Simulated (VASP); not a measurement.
# InAs (F-43m) in VASP: further runs

The runs below take InAs through single point, with PBE.

Everything below comes from runs of VASP 6.6.1. Logs are shortened: lines on timing, memory, paths and dates and some standing lists are left out, and cuts for length are marked.

**The experiment to reproduce.**

A printed reference work, data compilation reports, for a bulk crystal of InAs at 4.2 K: band gap 0.418 eV (direct).

How close the calculation comes is told below.

## Step 1: Starting point

The structure is cubic, space group F-43m (No. 216). Conventional cell: a = 6.036 Å, b = 6.036 Å, c = 6.036 Å, α = 90.00°, β = 90.00°, γ = 90.00°. In (site symmetry -43m) is surrounded by 4 As at 2.61 Å. As (site symmetry -43m) is surrounded by 4 In at 2.61 Å.

## Step 2: Single point, PBE

Contents of INCAR:

```
SYSTEM = InAs
ALGO = Normal ; EDIFF = 1E-7
ENCUT = 400 ; GGA = PE
ISIF = 2 ; ISMEAR = 0
LASPH = .True. ; LCHARG = .False.
LREAL = .False. ; LWAVE = .False.
NBANDS = 16 ; NELM = 60
PREC = Accurate ; SIGMA = 0.02
```

Contents of KPOINTS:

```
k-points
0
Gamma
  6 6 6
  0 0 0
```

Contents of POSCAR:

```
InAs
1.0
    0.0000000000      3.0180000000      3.0180000000
    3.0180000000      0.0000000000      3.0180000000
    3.0180000000      3.0180000000      0.0000000000
In As
1 1
Direct
    0.0000000000      0.0000000000      0.0000000000
    0.2500000000      0.2500000000      0.2500000000
```

Potentials or basis: VASP PAW PBE potentials, release 64 (In_d, As).

On the command line:

```console
$ cat potpaw_PBE.64/In_d/POTCAR potpaw_PBE.64/As/POTCAR > POTCAR
$ mpirun -np 1 vasp_std > vasp.out
```

OUTCAR:

```text
SYSTEM = InAs
   EDIFF = 1E-7
   ENCUT = 400
   GGA = PE
   ISIF = 2
   ISMEAR = 0
   LASPH = .True.
   LREAL = .False.
   NELM = 60
   PREC = Accurate

 ion  position               nearest neighbor table
   1  0.000  0.000  0.000-   2 2.61   2 2.61   2 2.61   2 2.61
   2  0.250  0.250  0.250-   1 2.61   1 2.61   1 2.61   1 2.61

  LATTYP: Found a face centered cubic cell.
 ALAT       =     6.0360000000

  Lattice vectors:

 A1 = (   0.0000000000,   3.0180000000,   3.0180000000)
 A2 = (   3.0180000000,   0.0000000000,   3.0180000000)
 A3 = (   3.0180000000,   3.0180000000,   0.0000000000)

Analysis of symmetry for initial positions (statically):
=====================================================================
 Subroutine PRICEL returns:
 Original cell was already a primitive cell.

 Routine SETGRP: Setting up the symmetry group for a
 face centered cubic supercell.

 Subroutine GETGRP returns: Found 24 space group operations
 (whereof 24 operations were pure point group operations)
 out of a pool of 48 trial point group operations.

The static configuration has the point symmetry T_d .

Analysis of symmetry for dynamics (positions and initial velocities):
=====================================================================
 Subroutine PRICEL returns:
 Original cell was already a primitive cell.

 Routine SETGRP: Setting up the symmetry group for a
 face centered cubic supercell.

 Subroutine GETGRP returns: Found 24 space group operations
 (whereof 24 operations were pure point group operations)
 out of a pool of 48 trial point group operations.

The dynamic configuration has the point symmetry T_d .

 Subroutine INISYM returns: Found 24 space group operations
 (whereof 24 operations are pure point group operations),
 and found     1 'primitive' translations

----------------------------------------------------------------------------------------

                                     Primitive cell

  volume of cell :      54.9778

  direct lattice vectors                    reciprocal lattice vectors
     0.000000000  3.018000000  3.018000000    -0.165672631  0.165672631  0.165672631
     3.018000000  0.000000000  3.018000000     0.165672631 -0.165672631  0.165672631
     3.018000000  3.018000000  0.000000000     0.165672631  0.165672631 -0.165672631

  length of vectors
     4.268096531  4.268096531  4.268096531     0.286953414  0.286953414  0.286953414

  position of ions in fractional coordinates (direct lattice)
     0.000000000  0.000000000  0.000000000
     0.250000000  0.250000000  0.250000000
[... 69 lines left out ...]
   LREAL  =      F    real-space projection
   EDIFFG = 0.1E-05   stopping-criterion for IOM
   NSW    =      0    number of steps for IOM
   IBRION =     -1    ionic relax: 0-MD 1-quasi-New 2-CG
   NFREE  =      0    steps in history (QN), initial steepest desc. (CG)
   ISIF   =      2    stress and relaxation
   ISYM   =      2    0-nonsym 1-usesym 2-fastsym
   POTIM  = 0.5000    time-step for ionic-motion
   TEBEG  =    0.0;   TEEND  =   0.0 temperature during run
   PSTRESS=    0.0 pullay stress
   NELECT =      18.0000    total number of electrons
   NUPDOWN=      -1.0000    fix difference up-down
   EMIN   =  10.00;   EMAX   =-10.00  energy-range for DOS
   EFERMI =   0.00;   METHOD = LEGACY
   ISMEAR =     0;   SIGMA  =   0.02  broadening in eV -4-tet -1-fermi 0-gaus
   EFERMI_NEDOS =   21; number of points for ismear=-14 and -15
   IALGO  =     38    algorithm
   IMIX   =      4    mixing-type and parameters
     AMIX     =   0.40;   BMIX     =  1.00
     AMIX_MAG =   1.60;   BMIX_MAG =  1.00
  volume/ion in A,a.u.               =      27.49       185.50
  Fermi-wavevector in a.u.,A,eV,Ry     =   1.128331  2.132236 17.321990  1.273130
  Thomas-Fermi vector in A             =   2.265020
   LORBIT       =      0    0 simple, 1 ext, 2 COOP (PROOUT), +10 PAW based schemes
   GGA     = PE    functional components
   LHFCALC =     F    Hartree Fock is set to
   AEXX    =    0.0000 exact exchange contribution
   IVDW    =     0    specifies the selected vdW correction
   LEPSILON=     F    determine dielectric tensor
   LRPA    =     F    only Hartree local field effects (RPA)
 non-spin polarized calculation
 Gauss-broadening in eV      SIGMA  =   0.02
  energy-cutoff  :      400.00
  volume of cell :       54.98
 maximum number of plane-waves:      1018
   NGX = 13   NGY = 13   NGZ = 13

 number of electron      18.0000016 magnetization

 Free energy of the ion-electron system (eV)
  ---------------------------------------------------
  ext. energy  EPLUGINS =         0.00000000
  ---------------------------------------------------
  free energy    TOTEN  =        -7.64561957 eV

  energy without entropy =       -7.64547673  energy(sigma->0) =       -7.64554815

 E-fermi :   4.5762     XC(G=0):  -9.1138

 val. band max:        4.5701367484   @ k =   0.0000   0.0000   0.0000
 cond. band min:       5.5359003541   @ k =   0.5000   0.0000   0.0000
 fundamental gap:      0.9657636057
 Fermi energy:         4.5762278597

 k-point     1 :       0.0000    0.0000    0.0000
  band No.  band energies     occupation
      1      -9.8392      2.00000
      2      -9.8392      2.00000
      3      -9.8392      2.00000
      4      -9.7114      2.00000
      5      -9.7114      2.00000
      6      -7.3268      2.00000
[... 281 lines left out ...]
      3      -9.7625      2.00000
      4      -9.7336      2.00000
      5      -9.6976      2.00000
      6      -5.2511      2.00000
[... 8 lines left out ...]
     15      16.2372      0.00000
     16      16.4483      0.00000

------------------------ aborting loop because EDIFF is reached ----------------------------------------

  FORCE on cell =-STRESS in cart. coord.  units (eV):
  Direction    XX          YY          ZZ          XY          YZ          ZX
  --------------------------------------------------------------------------------------
  -------------------------------------------------------------------------------------
  Total        1.5129587      1.5129587      1.5129587      0.0000000      0.0000000     -0.0000000
  in kB       44.0909992     44.0909992     44.0909992      0.0000000      0.0000000     -0.0000000
  external PRESSURE =      44.0909992 kB  Pullay stress =       0.0000000 kB

 VOLUME and BASIS-vectors are now :
 -----------------------------------------------------------------------------
  energy-cutoff  :      400.00
  volume of cell :       54.98
      direct lattice vectors                 reciprocal lattice vectors
     0.000000000  3.018000000  3.018000000    -0.165672631  0.165672631  0.165672631
     3.018000000  0.000000000  3.018000000     0.165672631 -0.165672631  0.165672631
     3.018000000  3.018000000  0.000000000     0.165672631  0.165672631 -0.165672631

 POSITION                                       TOTAL-FORCE (eV/Angst)
 -----------------------------------------------------------------------------------
      0.00000      0.00000      0.00000         0.000000      0.000000      0.000000
      1.50900      1.50900      1.50900        -0.000000     -0.000000     -0.000000
 -----------------------------------------------------------------------------------
    total drift:                               -0.000000     -0.000000     -0.000000

  FREE ENERGIE OF THE ION-ELECTRON SYSTEM (eV)
  ---------------------------------------------------
  free  energy   TOTEN  =        -7.6456195699 eV

  energy  without entropy=       -7.6454767344  energy(sigma->0) =       -7.64554815
```

Wall time 10 s (1 thread of Intel Xeon Platinum 8259CL at 2.50GHz (Skylake/Cascade Lake), shared host); peak memory 0.15 GiB.

Results:

- Free energy: -7.6456 eV
- Pressure: 4.4 GPa
- Band gap on the k mesh: none (metal or under the smearing width)

Caveat: this crystal is a semiconductor, whose small gap the functional closes, so the metal is an error of the method.

## Step 3: Single point, PBE

Edit INCAR of step 2 so:

```diff
@@ -2,3 +2,3 @@
 ALGO = Normal ; EDIFF = 1E-7
-ENCUT = 400 ; GGA = PE
+ENCUT = 450 ; GGA = PE
 ISIF = 2 ; ISMEAR = 0
```

KPOINTS is that of step 2.

POSCAR is that of step 2.

Potentials or basis: VASP PAW PBE potentials, release 64 (In_d, As).

On the command line:

```console
$ cat potpaw_PBE.64/In_d/POTCAR potpaw_PBE.64/As/POTCAR > POTCAR
$ mpirun -np 1 vasp_std > vasp.out
```

Run time: 13 s. Hardware: 1 thread of Intel Xeon Platinum 8259CL at 2.50GHz (Skylake/Cascade Lake), shared host; peak memory 0.17 GiB.

The run converged. Its results:

| Item | Value |
| --- | --- |
| Free energy | -7.6461 eV |
| Pressure | 4.5 GPa |
| Band gap on the k mesh | none (metal or under the smearing width) |

Levels at points of the mesh, in eV from the Fermi level:
| k point | band 6 | band 7 | band 8 | band 9 | band 10 | band 11 | band 12 | band 13 |
| --- | --- | --- | --- | --- | --- | --- | --- | --- |
| (0.00, 0.00, 0.00) | -11.90 | -0.18 | -0.01 | -0.01 | -0.01 | 3.90 | 3.90 | 3.90 |
| (0.50, 0.00, 0.00) | -10.42 | -5.80 | -1.00 | -1.00 | 0.96 | 4.67 | 4.67 | 6.85 |
| (0.50, 0.50, 0.00) | -9.87 | -5.87 | -2.35 | -2.35 | 1.53 | 2.05 | 9.21 | 9.30 |

Caveat: this crystal is a semiconductor, whose small gap the functional closes, so the metal is an error of the method.

## Step 4: Comparison with measurements

Step 2. A measured gap of InAs is 0.418 eV (direct; 4.2 K; a printed reference work, data compilation); the calculated 0.00 eV misses it by -0.42 eV. Spin-orbit coupling on As, In is left out. The value is that of PBE on a finite k mesh, which can miss the band edges, without temperature or zero-point motion. Semilocal functionals fall short of measured gaps as a rule.

Step 3. Measured gap of InAs: 0.418 eV (direct; 4.2 K; a printed reference work, data compilation). This calculation gives 0.00 eV (-0.42 eV). Spin-orbit coupling on As, In is left out. The value is that of PBE on a finite k mesh, which can miss the band edges, without temperature or zero-point motion. Semilocal functionals fall short of measured gaps as a rule.
